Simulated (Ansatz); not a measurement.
Wanted: the native input for an Ansatz 0.2.0 run.

```
Task                : single point
Functional          : PBE0
Potentials or basis : all-electron PAW datasets made for the crystal
Cutoff              : 270 eV (chosen from the basis error)
k mesh              : 6 × 6 × 6
Occupations         : fermi-dirac, width 0.05 eV
Spin                : no spin polarisation
```

Crystal: BeTe.

```
CELL_PARAMETERS angstrom
0.00000 2.77000 2.77000
2.77000 0.00000 2.77000
2.77000 2.77000 0.00000
ATOMIC_POSITIONS crystal
Te 0.75000 0.75000 0.75000
Be 0.00000 0.00000 0.00000
```

One way to write it, as run:

input.yaml

```yaml
crystal:
  lattice:
    - [0.0, 2.77, 2.77]
    - [2.77, 0.0, 2.77]
    - [2.77, 2.77, 0.0]
  atoms:
    - { symbol: Te, position: [0.75, 0.75, 0.75] }
    - { symbol: Be, position: [0.0, 0.0, 0.0] }
kpoints:
  mp_grid: { grid: [6, 6, 6] }
scf:
  occupations: { method: fermi_dirac, width: 0.05 }
hamiltonian:
  xc: pbe0
  pseudopotentials: { kind: all_electron, datasets: crystal }
output:
  forces: true
  stress: true
```

Potentials or basis: all-electron PAW datasets made for the crystal.

Run with:

```bash
$ ansatz run input.yaml --threads 1 --pin off --max-ram 3072MiB --backend cpu --events-out ev --progress --plain --runs-dir out
```

It gave:

| Property | Result |
| --- | --- |
| Pressure | 3.3 GPa |
| Band gap on the k mesh | 3.18 eV, indirect (least direct gap 5.09 eV) |

Caveat: spin-orbit coupling is left out, which moves the levels of the heavy elements.

Wall time 10 min on 1 thread of Intel(R) Xeon(R) Processor @ 2.50GHz (Skylake/Cascade Lake) (shared host), peak memory 0.67 GiB.
